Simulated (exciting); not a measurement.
Sn, 2 atoms in the cell. It takes space group Fd-3m (No. 227, cubic). Conventional cell: a = 6.467 Å, b = 6.467 Å, c = 6.467 Å, α = 90.00°, β = 90.00°, γ = 90.00°. Around Sn (site symmetry -43m) lie 4 Sn at 2.80 Å. This isn't the form of Sn at room conditions, which is tetragonal (white tin).

| Property | Result |
| --- | --- |
| Program | exciting (release sodium) |
| Task | single point |
| Functional | RPBE |
| Potentials or basis | all-electron LAPW+lo, shipped species files, valence relativity iora* |
| rgkmax | 9 |
| k mesh | 7 × 7 × 7 |
| Occupations | gaussian, width 0.1 eV |
| Spin | no spin polarisation |
| outputlevel | low |
| gmaxvr (cutoff of density and potential) | 14 1/bohr |
| lmaxapw (and lmaxmat) | 10 |
| lmaxvr | 8 |
| nempty | 10 |
| Valence relativity | iora* |
| epsengy | 1e-05 Ha |
| epspot | 1e-05 Ha |
| maxscl | 60 |
| Muffin-tin radii | Sn 2.3 bohr |

Potentials or basis: all-electron LAPW+lo, shipped species files, valence relativity iora*.

The run is started by

```bash
$ OMP_NUM_THREADS=1 exciting_smp
```

Hardware: 1 thread of Intel(R) Xeon(R) 6975P-C (Granite Rapids), with other jobs on the host.

How long does it take, and how much memory?

Run time: 93 s on 1 thread of Intel(R) Xeon(R) 6975P-C (Granite Rapids), with other jobs on the host, peak memory 0.16 GiB. Counts: scf iterations 15.
